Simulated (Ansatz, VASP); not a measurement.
TiB: VASP beside Ansatz

The input INCAR:

```
SYSTEM = TiB
ALGO = Fast
EDIFF = 1E-7
ENCUT = 520
GGA = PS
ISIF = 2
ISMEAR = 0
LASPH = .True.
LCHARG = .True.
LELF = .True.
LREAL = .False.
LVHAR = .True.
LWAVE = .False.
NBANDS = 14
NELM = 80
PREC = Accurate
SIGMA = 0.15
```

Contents of KPOINTS:

```
k-points
0
Gamma
  20 20 20
  0 0 0
```

The input POSCAR:

```
TiB
1.0
    0.0000000000      2.2060500000      2.1010000000
    2.2060500000      0.0000000000      2.1010000000
    2.2060500000      2.2060500000      0.0000000000
Ti B
1 1
Direct
    0.7500000000      0.7500000000      0.7500000000
    0.0000000000      0.0000000000      0.0000000000
```

Input for Ansatz:

```yaml
crystal:
  lattice:
    - [0.0, 2.20605, 2.101]
    - [2.20605, 0.0, 2.101]
    - [2.20605, 2.20605, 0.0]
  atoms:
    - { symbol: Ti, position: [0.75, 0.75, 0.75] }
    - { symbol: B, position: [0.0, 0.0, 0.0] }
basis:
  ecutwfc: 420
kpoints:
  mp_grid: { grid: [20, 20, 20] }
hamiltonian:
  xc: pbesol
scf:
  occupations: { method: gaussian, width: 0.15 }
output:
  forces: true
  stress: true
  eigenvalues: true
```

Change from the starting cell: strain +0.050 along x and y, +0.000 along z, atoms carried along.

Alike in both runs: task single point; functional PBEsol; k mesh 20 × 20 × 20; occupations gaussian, width 0.15 eV; no spin polarisation.

```csv
,VASP,Ansatz
version,VASP 6.6.1,Ansatz 0.2.0
potentials or method,"VASP PAW PBE potentials, release 64 (Ti_sv, B)","scalar-relativistic, plane waves, PAW"
plane-wave cutoff (eV),520,420
valence electrons in the cell,15,15
```

Ansatz gave:

| Quantity | Value |
| --- | --- |
| gap on the k mesh at the Fermi level (eV) | none |
| pressure (GPa) | 75.2 |
| largest component of the traceless stress (GPa) | 6.34 |

**Question.** Estimate VASP's values.

**Answer.** gap on the k mesh at the Fermi level (eV): none; pressure (GPa): 75.1; largest component of the traceless stress (GPa): 6.29.

A gap of «none» marks a metal or a gap that the smearing closes.

Caveats: the cell as given lies far from equilibrium; so large a pressure means that the cell lies far from this level's equilibrium, or that cutoff or potentials fall short (VASP); the potentials were made for another functional, which shifts forces and pressure (VASP).
